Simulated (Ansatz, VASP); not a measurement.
**One calculation of TiO2, two programs**

```
Ti O
1.0
     2.70603   -2.70666    0.00000
     2.70603    2.70666    0.00000
    -2.63353    0.00000    4.79664
Ti O
2 4
Direct
  0.13411 0.86589 0.25000
  0.86589 0.13411 0.75000
  0.33122 0.08876 0.66715
  0.66878 0.91124 0.33285
  0.91124 0.66878 0.83285
  0.08876 0.33122 0.16715
```

The cell is a database's computed one.

Alike in both runs: task single point; functional PBE; k mesh 8 × 8 × 6; occupations gaussian, width 0.02 eV; no spin polarisation.

|  | VASP | Ansatz |
| --- | --- | --- |
| version | VASP 6.6.1 | Ansatz 0.2.0 |
| potentials or method | VASP PAW PBE potentials, release 64 (Ti_sv, O) | scalar-relativistic, plane waves, PAW |
| plane-wave cutoff (eV) | 520 | 420 |
| valence electrons in the cell | 48 | 48 |

```tsv
	VASP	Ansatz	Ansatz less VASP
gap on the k mesh at the Fermi level (eV)	2.05	2.07	+0.023
least direct gap on the mesh (eV)	2.39	2.41	+0.021
pressure (GPa)	-1.0	-1.7	-0.65
largest component of the traceless stress (GPa)	0.42	0.38	-0.045
rms of the force components (eV/Å)	0.054	0.063	+0.0088
```

Atom by atom the forces differ by 0.012 eV/Å (rms over components).

A k mesh can miss the band edges. Expect the measured gap to be larger: semilocal functionals such as PBE lack the derivative discontinuity.
